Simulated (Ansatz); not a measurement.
# Si2W (I4/mmm) in Ansatz: further runs

The runs below take Si2W through single point, equation of state, with LDA.

Everything below comes from runs of Ansatz 0.2.0. Logs are shortened: lines on timing, memory, paths and dates and some standing lists are left out, and cuts for length are marked.

**1. Starting point**

The structure is tetragonal, space group I4/mmm (No. 139). Conventional cell: a = 3.214 Å, b = 3.214 Å, c = 7.830 Å, α = 90.00°, β = 90.00°, γ = 90.00°. Around W (site symmetry 4/mmm) lie 10 Si at 2.62 Å. Si (site symmetry 4mm) has 5 Si at 2.59 to 2.63 Å and 5 W at 2.62 Å as nearest neighbours.

**2. Single point, LDA, 12.67 Å³/atom (volume scaled by 0.94)**

Contents of input.yaml:

```yaml
crystal:
  lattice:
    - [-1.5740969181, 1.5740969181, 3.8350306363]
    - [1.5740969181, -1.5740969181, 3.8350306363]
    - [1.5740969181, 1.5740969181, -3.8350306363]
  atoms:
    - { symbol: W, position: [0.0, 0.0, 0.0] }
    - { symbol: Si, position: [0.6653, 0.6653, 0.0] }
    - { symbol: Si, position: [0.3347, 0.3347, 0.0] }
kpoints:
  mp_grid: { grid: [12, 12, 12] }
scf:
  occupations: { method: fermi_dirac, width: 0.05 }
hamiltonian:
  xc: lda
  pseudopotentials: { kind: all_electron, lapw: { basis_error: 0.002 } }
output:
  forces: true
  stress: true
  eigenvalues: true
```

Potentials or basis: all-electron LAPW, scalar-relativistic.

On the command line:

```sh
$ ansatz run input.yaml --threads 2 --pin off --max-ram 6144MiB --backend cpu --events-out ev --progress --plain --runs-dir out
```

Standard output:

```text
Warning: RAYON_NUM_THREADS=2 ignored (pool sized by the plan → 2); use --threads N
LAPW: plane waves up to 7.787 Å⁻¹, error target 2.0e-3 eV per atom; small_component_spin mean_spin; Si in spheres of 1.118 Å, 12 of its electrons in bands, Dirac shells []; W in spheres of 1.444 Å, 38 of its electrons in bands, Dirac shells [] (how accurate: hamiltonian.pseudopotentials.lapw.basis_error, Limitations)
Engine: ansatz 0.2.0, x86_64-unknown-linux-gnu
Pseudopotentials: kind: all_electron
Pseudopotential: W, LAPW, valence charge 38, lapw/all_electron/scalar/gaussian/W, Koelling and Harmon's equation, gaussian nucleus
Pseudopotential: Si, LAPW, valence charge 12, lapw/all_electron/scalar/gaussian/Si, Koelling and Harmon's equation, gaussian nucleus
Functional definition: SPW92
  exchange = slater_x
  correlation = pw_c
Crystal: 3 atoms, lattice volume = 38.009 Å³
Basis set: ecut = 231.01886382650142 eV, 309 PW (Γ), FFT grids on a1+a3, a2+a3, a3, exchange–correlation at level 2
Bands: 38, of which v1, the nominal top of the filled ones, is band 31 counted from 1 (30 counted from 0)
Symmetry: 16 space group operations
Space group: I4/mmm (ITA 139), of the structure as read, at distance tolerance 3.4e-5 Å
k-points: 163 of 1728
Non-local potential: W, projectors of the file, none
Non-local potential: Si, projectors of the file, none
Initial density: superposition of atomic densities (chi_scale 0.1, normalization cell, long waves kept (reshape's long-wave potential 0.00 eV rms))
Initial wavefunctions: plane waves of lowest kinetic energy (no species holds an atomic orbital)
Functional: x = slater, c = lda
iter 1 solved again at ethr=3.82e-4 eV; its pass at ethr=1.00e-1 eV (dr2=2.37e-1 eV) is discarded
SCF iter   1: F=—  HF=-454679.276846 eV  |F-HF|=—  |Δ(HF+E_count)|=         —  Δρ=2.83e-2  dr2=2.37e-1  ethr=3.82e-4  ⟨swp⟩=2.6  Hψ=40253  notcnv=0
preconditioner: auto → none  [insulator: Δε(μ)=0.130 eV  Ē_g=21.170 eV  σ=0.050 eV  W_gap=0.55  n_scr=14 (ndim 8)  ℏωp=31.9 eV  f_vac=0.000  D(μ)=0.21/eV (n_scr^D=0)  ε∞_Penn≈3.3]
SCF iter   2: F=—  HF=-454679.092584 eV  |F-HF|=—  |Δ(HF+E_count)|=   1.84e-1  Δρ=1.21e-2  dr2=3.53e-2  ethr=3.82e-4  ⟨swp⟩=2.2  Hψ=18444  notcnv=0  defer=1
SCF iter   3: F=—  HF=-454679.076531 eV  |F-HF|=—  |Δ(HF+E_count)|=   1.61e-2  Δρ=3.76e-3  dr2=4.46e-3  ethr=5.70e-5  ⟨swp⟩=2.0  Hψ=18050  notcnv=0
SCF iter   4: F=—  HF=-454679.067444 eV  |F-HF|=—  |Δ(HF+E_count)|=         —  Δρ=1.89e-3  dr2=2.57e-3  ethr=7.19e-6  ⟨swp⟩=2.1  Hψ=17333  notcnv=0
the basis was enlarged: its passes take 205.4 KiB over the memory plan, 2 of 2 planned eigensolver slots
iter 5 solved again at ethr=1.78e-7 eV; its pass at ethr=4.15e-6 eV (dr2=1.10e-4 eV) is discarded
SCF iter   5: F=—  HF=-454679.066360 eV  |F-HF|=—  |Δ(HF+E_count)|=   1.08e-3  Δρ=6.49e-4  dr2=1.11e-4  ethr=1.78e-7  ⟨swp⟩=2.0  Hψ=29859  notcnv=0
SCF iter   6: F=—  HF=-454679.066326 eV  |F-HF|=—  |Δ(HF+E_count)|=   3.47e-5  Δρ=1.47e-4  dr2=7.06e-6  ethr=1.78e-7  ⟨swp⟩=2.0  Hψ=17293  notcnv=0
SCF iter   7: F=—  HF=-454679.066324 eV  |F-HF|=—  |Δ(HF+E_count)|=   1.11e-6  Δρ=2.64e-5  dr2=2.02e-7  ethr=1.14e-8  ⟨swp⟩=2.0  Hψ=17293  notcnv=0
SCF iter   8: F=-454679.066324 eV  HF=-454679.066324 eV  |F-HF|=6.40e-10  |Δ(HF+E_count)|=   1.08e-8  Δρ=2.84e-6  dr2=1.88e-9  ethr=3.25e-10  ⟨swp⟩=2.0  Hψ=17293  notcnv=0
SCF 1 converged in 8 iterations: F = -454679.066324 eV  dr2 = 1.88e-9
SCF converged after 8 iterations
Free energy (F): -454679.066324 eV
Harris-Foulkes:  -454679.066324 eV  (|F-HF|=6.40e-10)
Internal energy: -454679.064532 eV  (E = F + TS)
E sigma→0 (E₀):  -454679.065428 eV
Entropy (-TS):   -0.001792 eV (-0.597 meV/atom)
Fermi energy:    21.721939 eV
--- Per-component energies (eV) ---
  E_band       = -3437.095095
  E_kinetic    = 507233.917598
  E_xc         = -9664.193592
  E_electrostatic = -952248.788539  (all electrons and nuclei)
  E_smearing   = -0.001792  (= −TS)
  E_closure    = 0.000000  (closes the sum)
  E_atoms      = -454653.241671  (free atoms, spherical and without spin; not in F)
  Σ components = -454679.066324   (vs F -454679.066324, Δ=0.00e0)
  Basis errors (estimates in eV, not in F): energy 6.6e-4 per atom: plane waves 5.8e-4 (3.0e-4 summed), levels above the bands 1.7e-73, relativity 7.1e-9, radial functions 8.6e-5, core shells 5.2e-7; eigenvalues (radial functions only) 4.2e-6; not estimated: angular momenta, meshes, grids; target (lapw.basis_error) 2.0e-3; muffin-tin radii Si 1.118 Å, W 1.444 Å
--- Forces (eV/Å), atoms counted from 1 ---
  atom   1  W      0.00000000     0.00000000     0.00000000
  atom   2  Si     0.00000000     0.00000000     0.11623911
  atom   3  Si     0.00000000     0.00000000    -0.11623911
  max |Σ_I F_I| component: 2.78e-17 eV/Å
--- Stress (GPa, compression-positive) ---
        8.863257       0.000000       0.000000
        0.000000       8.863257      -0.000000
        0.000000      -0.000000      10.901239
  P = ⅓ Tr σ = 9.5426 GPa (95.426 kbar)
--- Band table (eV; the first three rows and the last of 163) ---
  k-point 0: bands = ["-210.6354", "-210.5994", "-210.5949", "-210.5753", "-210.5753", "-111.8054", "-111.8027", "-68.6567", "-68.6567", "-68.6508", "-68.6508", "-68.6479", "-68.6378", "-51.9640", "-16.3152", "-16.2540", "-16.2540", "-6.2383", "-6.2383", "-6.2038", "-6.2008", "-6.1856", "-6.1856", "-6.1770", "7.1695", "14.4742", "18.0460", "18.0770", "18.6899", "18.6899", "22.3366", "24.5117", "24.8312", "24.9831", "24.9831", "26.6360", "27.7859", "27.7859"]
  k-point 1: bands = ["-210.6354", "-210.5994", "-210.5949", "-210.5753", "-210.5753", "-111.8053", "-111.8027", "-68.6568", "-68.6564", "-68.6517", "-68.6508", "-68.6474", "-68.6379", "-51.9626", "-16.3116", "-16.2725", "-16.2700", "-6.2386", "-6.2385", "-6.2033", "-6.2004", "-6.1859", "-6.1858", "-6.1773", "7.4078", "14.6915", "17.3030", "18.1035", "18.1188", "19.4962", "21.2426", "24.5307", "25.1571", "25.2144", "25.2222", "26.6167", "27.9689", "28.4243"]
  k-point 2: bands = ["-210.6354", "-210.5994", "-210.5949", "-210.5753", "-210.5753", "-111.8051", "-111.8029", "-68.6570", "-68.6553", "-68.6534", "-68.6508", "-68.6467", "-68.6380", "-51.9587", "-16.3211", "-16.3137", "-16.3019", "-6.2392", "-6.2389", "-6.2018", "-6.1994", "-6.1865", "-6.1862", "-6.1780", "8.0964", "15.2410", "16.5450", "16.9566", "18.3484", "19.3950", "20.0452", "24.5193", "25.5399", "25.6500", "26.1253", "26.1597", "29.1465", "29.3610"]
  k-point 162: bands = ["-210.6354", "-210.5994", "-210.5949", "-210.5753", "-210.5753", "-111.8047", "-111.8034", "-68.6572", "-68.6572", "-68.6503", "-68.6503", "-68.6440", "-68.6416", "-51.9637", "-16.3397", "-16.2557", "-16.2557", "-6.2384", "-6.2384", "-6.2036", "-6.2004", "-6.1860", "-6.1860", "-6.1772", "9.6046", "10.3161", "17.4906", "18.9451", "20.9048", "20.9048", "21.1425", "21.1425", "22.5370", "26.4595", "27.1994", "27.9630", "29.9105", "30.5184"]
```

It took 7.3 s on 2 threads of AMD EPYC 9R45 (Zen 5), shared host; peak memory 0.71 GiB.

Results:

```yaml
Free_energy: -454679.0663 eV
Pressure: 9.5 GPa
Largest_force: 0.116 eV/Å
Band_gap_on_the_k_mesh: none (metal or under the smearing width)
```

**3. Single point, LDA, 12.94 Å³/atom (volume scaled by 0.96)**

Edit input.yaml of step 2 so:

```diff
@@ -2,5 +2,5 @@
   lattice:
-    - [-1.5740969181, 1.5740969181, 3.8350306363]
-    - [1.5740969181, -1.5740969181, 3.8350306363]
-    - [1.5740969181, 1.5740969181, -3.8350306363]
+    - [-1.5851824729, 1.5851824729, 3.8620387842]
+    - [1.5851824729, -1.5851824729, 3.8620387842]
+    - [1.5851824729, 1.5851824729, -3.8620387842]
   atoms:
```

Potentials or basis: all-electron LAPW, scalar-relativistic.

On the command line:

```sh
$ ansatz run input.yaml --threads 2 --pin off --max-ram 6144MiB --backend cpu --events-out ev --progress --plain --runs-dir out
```

It took 7.4 s on 2 threads of AMD EPYC 9R45 (Zen 5), shared host; peak memory 0.71 GiB.

It converged, with:

- Free energy: -454679.0998 eV
- Pressure: 3.9 GPa
- Largest force: 0.056 eV/Å
- Band gap on the k mesh: none (metal or under the smearing width)

**4. Single point, LDA, 13.21 Å³/atom (volume scaled by 0.98)**

Edit input.yaml of step 3 so:

```diff
@@ -2,5 +2,5 @@
   lattice:
-    - [-1.5851824729, 1.5851824729, 3.8620387842]
-    - [1.5851824729, -1.5851824729, 3.8620387842]
-    - [1.5851824729, 1.5851824729, -3.8620387842]
+    - [-1.5961151113, 1.5961151113, 3.8886743761]
+    - [1.5961151113, -1.5961151113, 3.8886743761]
+    - [1.5961151113, 1.5961151113, -3.8886743761]
   atoms:
```

On the command line:

```sh
$ ansatz run input.yaml --threads 2 --pin off --max-ram 6144MiB --backend cpu --events-out ev --progress --plain --runs-dir out
```

It took 7.8 s on 2 threads of AMD EPYC 9R45 (Zen 5), shared host; peak memory 0.7 GiB.

It converged, with:

```yaml
Free_energy: -454679.1062 eV
Pressure: -1.2 GPa
Band_gap_on_the_k_mesh: none (metal or under the smearing width)
```

**5. Single point, LDA, 13.48 Å³/atom**

Edit input.yaml of step 4 so:

```diff
@@ -2,5 +2,5 @@
   lattice:
-    - [-1.5961151113, 1.5961151113, 3.8886743761]
-    - [1.5961151113, -1.5961151113, 3.8886743761]
-    - [1.5961151113, 1.5961151113, -3.8886743761]
+    - [-1.6069, 1.6069, 3.91495]
+    - [1.6069, -1.6069, 3.91495]
+    - [1.6069, 1.6069, -3.91495]
   atoms:
```

On the command line:

```sh
$ ansatz run input.yaml --threads 2 --pin off --max-ram 6144MiB --backend cpu --events-out ev --progress --plain --runs-dir out
```

Wall time 7.5 s (2 threads of AMD EPYC 9R45 (Zen 5), shared host); peak memory 0.7 GiB.

Results (log left out):

```yaml
Free_energy: -454679.0882 eV
Pressure: -5.8 GPa
Largest_force: 0.054 eV/Å
Band_gap_on_the_k_mesh: none (metal or under the smearing width)
```

**6. Single point, LDA, 13.75 Å³/atom (volume scaled by 1.02)**

Edit input.yaml of step 5 so:

```diff
@@ -2,5 +2,5 @@
   lattice:
-    - [-1.6069, 1.6069, 3.91495]
-    - [1.6069, -1.6069, 3.91495]
-    - [1.6069, 1.6069, -3.91495]
+    - [-1.617542032, 1.617542032, 3.9408775768]
+    - [1.617542032, -1.617542032, 3.9408775768]
+    - [1.617542032, 1.617542032, -3.9408775768]
   atoms:
```

Potentials or basis: all-electron LAPW, scalar-relativistic.

On the command line:

```sh
$ ansatz run input.yaml --threads 2 --pin off --max-ram 6144MiB --backend cpu --events-out ev --progress --plain --runs-dir out
```

Wall time 7.7 s (2 threads of AMD EPYC 9R45 (Zen 5), shared host); peak memory 0.7 GiB.

The run converged. Its results:

* Free energy: -454679.0484 eV
* Pressure: -9.9 GPa
* Largest force: 0.103 eV/Å
* Band gap on the k mesh: none (metal or under the smearing width)

**7. Single point, LDA, 14.02 Å³/atom (volume scaled by 1.04)**

Edit input.yaml of step 6 so:

```diff
@@ -2,5 +2,5 @@
   lattice:
-    - [-1.617542032, 1.617542032, 3.9408775768]
-    - [1.617542032, -1.617542032, 3.9408775768]
-    - [1.617542032, 1.617542032, -3.9408775768]
+    - [-1.628045846, 1.628045846, 3.966468408]
+    - [1.628045846, -1.628045846, 3.966468408]
+    - [1.628045846, 1.628045846, -3.966468408]
   atoms:
```

On the command line:

```sh
$ ansatz run input.yaml --threads 2 --pin off --max-ram 6144MiB --backend cpu --events-out ev --progress --plain --runs-dir out
```

It took 7.8 s on 2 threads of AMD EPYC 9R45 (Zen 5), shared host; peak memory 0.7 GiB.

Results (log left out):

```yaml
Free_energy: -454678.9892 eV
Pressure: -13.5 GPa
Largest_force: 0.150 eV/Å
Band_gap_on_the_k_mesh: none (metal or under the smearing width)
```

**8. Single point, LDA, 14.29 Å³/atom (volume scaled by 1.06)**

Edit input.yaml of step 7 so:

```diff
@@ -2,5 +2,5 @@
   lattice:
-    - [-1.628045846, 1.628045846, 3.966468408]
-    - [1.628045846, -1.628045846, 3.966468408]
-    - [1.628045846, 1.628045846, -3.966468408]
+    - [-1.6384158444, 1.6384158444, 3.9917332191]
+    - [1.6384158444, -1.6384158444, 3.9917332191]
+    - [1.6384158444, 1.6384158444, -3.9917332191]
   atoms:
```

On the command line:

```sh
$ ansatz run input.yaml --threads 2 --pin off --max-ram 6144MiB --backend cpu --events-out ev --progress --plain --runs-dir out
```

It took 7.7 s on 2 threads of AMD EPYC 9R45 (Zen 5), shared host; peak memory 0.7 GiB.

Results (log left out):

* Free energy: -454678.9125 eV
* Pressure: -16.8 GPa
* Largest force: 0.195 eV/Å
* Band gap on the k mesh: none (metal or under the smearing width)

**9. Equation of state, LDA**

Potentials or basis: all-electron LAPW, scalar-relativistic.

This step only gathers the single runs of the series.

Results:

```
Equilibrium volume                        : 13.14 Å³/atom
Bulk modulus at fixed shape and positions : 241 GPa
Pressure derivative of the bulk modulus   : 4.4
```

Energy against volume, from the lowest point:
| volume (Å³/atom) | energy (meV/atom) |
| --- | --- |
| 12.670 | 13.28 |
| 12.939 | 2.12 |
| 13.209 | 0.00 |
| 13.479 | 5.99 |
| 13.748 | 19.25 |
| 14.018 | 39.00 |
| 14.287 | 64.56 |

Caveat: the cell was scaled at fixed shape and fractional positions, which overstates the stiffness of a crystal with free parameters, most of all of layers and chains. The run has no spin-orbit coupling, so splittings on W are missing.
